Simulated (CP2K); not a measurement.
LiH:

```
CELL_PARAMETERS angstrom
2.88040 0.00000 0.00000
1.44020 2.49450 0.00000
1.44020 0.83150 2.35184
ATOMIC_POSITIONS crystal
Li 0.00000 0.00000 0.00000
H 0.50000 0.50000 0.50000
```

Base run:

* Program: CP2K 2026.2
* Functional: MS2
* Potentials or basis: POTENTIAL_UZH Li GTH-PBE-q3, H GTH-PBE-q1; TZVP-MOLOPT-PBE-GTH basis
* Density cutoff: 10885 eV
* k mesh: 11 × 11 × 11
* Occupations: fermi-dirac, width 0.05 eV
* Spin: no spin polarisation

Its results: band gap on the k mesh 3.94 eV, direct; pressure -2.5 GPa.

Problem. The run is repeated on the same cell with these changes: functional from MS2 to optB88-vdW. What comes out?

Solution. Band gap on the k mesh 3.70 eV, direct; pressure -1.4 GPa.

Caveats: the potentials were made for another functional, which shifts forces and pressure; an odd mesh through Γ misses points on the zone boundary, where band edges often lie; the basis of atomic orbitals isn't converged, which shifts pressures, moduli and gaps.

Not every run made on this cell is shown here.
